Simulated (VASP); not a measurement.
# NiO (F-43m) in VASP: further runs, part 2 of 2

VASP 6.6.1. The steps go on from the part before.

### Step 5. Band structure, LDA, collinear spin, ferromagnetic start

POSCAR reads:

```
NiO
1.0
    0.0000000000      2.2406300000      2.2406300000
    2.2406300000      0.0000000000      2.2406300000
    2.2406300000      2.2406300000      0.0000000000
Ni O
1 1
Direct
    0.0000000000      0.0000000000      0.0000000000
    0.7500000000      0.7500000000      0.7500000000
```

INCAR.step1 reads:

```
PREC = Accurate
ENCUT = 520
EDIFF = 1E-6
ISMEAR = -1
SIGMA = 0.05
LREAL = False
LASPH = True
NELM = 120
ALGO = Normal
ISIF = 2
LWAVE = False
LCHARG = True
ISPIN = 2
MAGMOM = 1 0
LORBIT = 11
LMAXMIX = 4
GGA = CA
```

KPOINTS.step1 reads:

```
regular mesh
0
Gamma
  7 7 7
```

INCAR.step2 reads:

```
PREC = Accurate
ENCUT = 520
EDIFF = 1E-6
ISMEAR = 0
SIGMA = 0.05
LREAL = False
LASPH = True
NELM = 120
ALGO = Normal
ISIF = 2
LWAVE = False
LCHARG = False
ISPIN = 2
MAGMOM = 1 0
LORBIT = 11
LMAXMIX = 4
GGA = CA
ICHARG = 11
```

KPOINTS.step2 reads:

```
path GXWKGLUWLK,UX
15
line-mode
reciprocal
 0.0000000000  0.0000000000  0.0000000000  G
 0.5000000000  0.0000000000  0.5000000000  X

 0.5000000000  0.0000000000  0.5000000000  X
 0.5000000000  0.2500000000  0.7500000000  W

 0.5000000000  0.2500000000  0.7500000000  W
 0.3750000000  0.3750000000  0.7500000000  K

 0.3750000000  0.3750000000  0.7500000000  K
 0.0000000000  0.0000000000  0.0000000000  G

 0.0000000000  0.0000000000  0.0000000000  G
 0.5000000000  0.5000000000  0.5000000000  L

 0.5000000000  0.5000000000  0.5000000000  L
 0.6250000000  0.2500000000  0.6250000000  U

 0.6250000000  0.2500000000  0.6250000000  U
 0.5000000000  0.2500000000  0.7500000000  W

 0.5000000000  0.2500000000  0.7500000000  W
 0.5000000000  0.5000000000  0.5000000000  L

 0.5000000000  0.5000000000  0.5000000000  L
 0.3750000000  0.3750000000  0.7500000000  K

 0.6250000000  0.2500000000  0.6250000000  U
 0.5000000000  0.0000000000  0.5000000000  X
```

Potentials or basis: VASP PAW LDA potentials, release 64 (Ni, O).

Run with:

```
> cat potpaw_LDA.64/Ni/POTCAR potpaw_LDA.64/O/POTCAR > POTCAR
> cp INCAR.step1 INCAR
> cp KPOINTS.step1 KPOINTS
> mpirun -np 1 vasp_std > vasp.out
> cp INCAR.step2 INCAR
> cp KPOINTS.step2 KPOINTS
> mpirun -np 1 vasp_std > vasp.out
```

OUTCAR:

```text
PREC = Accurate
   ENCUT = 520
   EDIFF = 1E-6
   ISMEAR = 0
   LREAL = False
   LASPH = True
   NELM = 120
   ISIF = 2
   ISPIN = 2
   LORBIT = 11
   GGA = CA
   ICHARG = 11

 ion  position               nearest neighbor table
   1  0.000  0.000  0.000-   2 1.94   2 1.94   2 1.94   2 1.94
   2  0.750  0.750  0.750-   1 1.94   1 1.94   1 1.94   1 1.94

  LATTYP: Found a face centered cubic cell.
 ALAT       =     4.4812600000

  Lattice vectors:

 A1 = (   0.0000000000,   2.2406300000,   2.2406300000)
 A2 = (   2.2406300000,   0.0000000000,   2.2406300000)
 A3 = (   2.2406300000,   2.2406300000,   0.0000000000)

Analysis of symmetry for initial positions (statically):
=====================================================================
 Subroutine PRICEL returns:
 Original cell was already a primitive cell.

 Routine SETGRP: Setting up the symmetry group for a
 face centered cubic supercell.

 Subroutine GETGRP returns: Found 24 space group operations
 (whereof 24 operations were pure point group operations)
 out of a pool of 48 trial point group operations.

The static configuration has the point symmetry T_d .

Analysis of symmetry for dynamics (positions and initial velocities):
=====================================================================
 Subroutine PRICEL returns:
 Original cell was already a primitive cell.

 Routine SETGRP: Setting up the symmetry group for a
 face centered cubic supercell.

 Subroutine GETGRP returns: Found 24 space group operations
 (whereof 24 operations were pure point group operations)
 out of a pool of 48 trial point group operations.

The dynamic configuration has the point symmetry T_d .

Analysis of structural, dynamic, and magnetic symmetry:
=====================================================================
 Subroutine PRICEL returns:
 Original cell was already a primitive cell.

 Routine SETGRP: Setting up the symmetry group for a
 face centered cubic supercell.

 Subroutine GETGRP returns: Found 24 space group operations
[... 528 lines left out ...]
      4       0.0727      1.00000
      5       2.4010      1.00000
      6       2.9189      1.00000
      7       3.3780      1.00000
      8       3.5297      1.00000
      9       4.2454      1.00000
     10      11.5313      0.00000
     11      15.0516      0.00000
     12      15.7547      0.00000
     13      17.9102      0.00000

 [... further k-points ...]

 spin component 2

 k-point     1 :       0.0000    0.0000    0.0000
  band No.  band energies     occupation
      1     -14.0236      1.00000
      2       0.0200      1.00000
      3       0.0200      1.00000
      4       0.0200      1.00000
      5       3.9262      1.00000
      6       3.9262      1.00000
      7       5.9125      0.00000
      8       6.7165      0.00000
      9       6.7165      0.00000
     10       6.7165      0.00000
     11      19.5530      0.00000
     12      19.5530      0.00000
     13      19.5530      0.00000
[... 356 lines left out ...]
      2      -1.1092      1.00000
      3       0.2323      1.00000
      4       0.5971      1.00000
      5       3.4123      1.00000
      6       3.9896      1.00000
      7       4.3230      1.00000
      8       4.7650      1.00000
      9       5.2842      0.00000
     10      11.9442      0.00000
     11      15.5017      0.00000
     12      16.0303      0.00000
     13      18.1937      0.00000

 [... further k-points ...]

------------------------ aborting loop because EDIFF is reached ----------------------------------------

  FORCE on cell =-STRESS in cart. coord.  units (eV):
  Direction    XX          YY          ZZ          XY          YZ          ZX
  --------------------------------------------------------------------------------------
  -------------------------------------------------------------------------------------
  Total       -4.2337047     -4.2337047     -4.2337047      0.0000000      0.0000000      0.0000000
  in kB     -301.5023570   -301.5023570   -301.5023570      0.0000000      0.0000000      0.0000000
  external PRESSURE =    -301.5023570 kB  Pullay stress =       0.0000000 kB

 VOLUME and BASIS-vectors are now :
 -----------------------------------------------------------------------------
  energy-cutoff  :      520.00
  volume of cell :       22.50
      direct lattice vectors                 reciprocal lattice vectors
     0.000000000  2.240630000  2.240630000    -0.223151524  0.223151524  0.223151524
     2.240630000  0.000000000  2.240630000     0.223151524 -0.223151524  0.223151524
     2.240630000  2.240630000  0.000000000     0.223151524  0.223151524 -0.223151524

 POSITION                                       TOTAL-FORCE (eV/Angst)
 -----------------------------------------------------------------------------------
      0.00000      0.00000      0.00000         0.000000      0.000000      0.000000
      3.36095      3.36095      3.36095        -0.000000     -0.000000     -0.000000
 -----------------------------------------------------------------------------------
    total drift:                                0.000001      0.000001      0.000001

  FREE ENERGIE OF THE ION-ELECTRON SYSTEM (eV)
  ---------------------------------------------------
  free  energy   TOTEN  =       -13.6841842671 eV

  energy  without entropy=      -13.6813466604  energy(sigma->0) =      -13.68276546

 total charge

# of ion       s       p       d       tot
------------------------------------------
    1        0.380   0.509   8.277   9.166
    2        1.545   3.332   0.000   4.877
--------------------------------------------------
tot          1.925   3.841   8.277  14.044

 magnetization (x)

# of ion       s       p       d       tot
------------------------------------------
    1       -0.001   0.026   0.925   0.950
    2        0.008   0.190   0.000   0.198
--------------------------------------------------
tot          0.007   0.216   0.925   1.148
```

It took 22 s on 1 thread of Intel Xeon Platinum 8488C (Sapphire Rapids), shared host; peak memory 0.18 GiB.

What came out:

```yaml
Band_gap_along_the_path: none (metal or under the smearing width)
Net_moment: 1.51 μB per cell
```

Caveat: the log is that of the step along the path at fixed density, whose energy, stress, charges and moments have no meaning; a cell with one magnetic atom can't hold antiferromagnetic order, which such compounds often take; semilocal functionals often make such compounds metallic where correlation or magnetic order opens a gap, which also shifts bond lengths.

### Step 6. The reference run

An earlier run on the cell as given: functional PBE; potentials or basis VASP PAW PBE potentials, release 64 (Ni, O); cutoff 520 eV; k mesh 10 × 10 × 10; occupations fermi-dirac, width 0.05 eV; collinear spin, ferromagnetic start; starting moments [1.0, 0.0] μB.

- Pressure: 0.3 GPa
- Band gap on the k mesh: none (metal or under the smearing width)
- Net moment: 1.91 μB per cell
- Site moments: Ni +1.50; O +0.36 μB
- Valence electrons inside the program's atomic spheres: Ni 9.10; O 4.97

### Step 7. Overview

| task | level | potentials or basis | cell | k mesh | cutoff (eV) | smearing | ions in elastic constants | gap on the mesh (eV) | pressure (GPa) | moment (μB) |
| --- | --- | --- | --- | --- | --- | --- | --- | --- | --- | --- |
| core levels | PBEsol | VASP PAW PBE potentials, release 64 (Ni, O) | as given | 10 × 10 × 10 | 520 | gaussian 0.02 eV | - | none | -8.2 | 1.80 |
| phonons | PBEsol | VASP PAW PBE potentials, release 64 (Ni, O) | relaxed | 7 × 7 × 7 | 600 | gaussian 0.02 eV | - | - | - | 1.75 |
| elastic constants | PBEsol | VASP PAW PBE potentials, release 64 (Ni, O) | relaxed | 7 × 7 × 7 | 600 | gaussian 0.02 eV | relaxed | - | - | 1.76 |
| band structure | LDA | VASP PAW LDA potentials, release 64 (Ni, O) | as given | 7 × 7 × 7 | 520 | fermi-dirac 0.05 eV | - | - | - | 1.51 |
| single point | PBE | VASP PAW PBE potentials, release 64 (Ni, O) | as given | 10 × 10 × 10 | 520 | fermi-dirac 0.05 eV | - | none | 0.3 | 1.91 |

Alike in all rows: spin collinear, ferromagnetic start.

Caveats: a cell with one magnetic atom can't hold antiferromagnetic order, which such compounds often take; the PAW data sets were made with another functional, which shifts forces and pressure a little (some runs); semilocal functionals often make such compounds metallic where correlation or magnetic order opens a gap, which also shifts bond lengths (some runs).

Absolute energies hang on the potentials; compare differences alone.
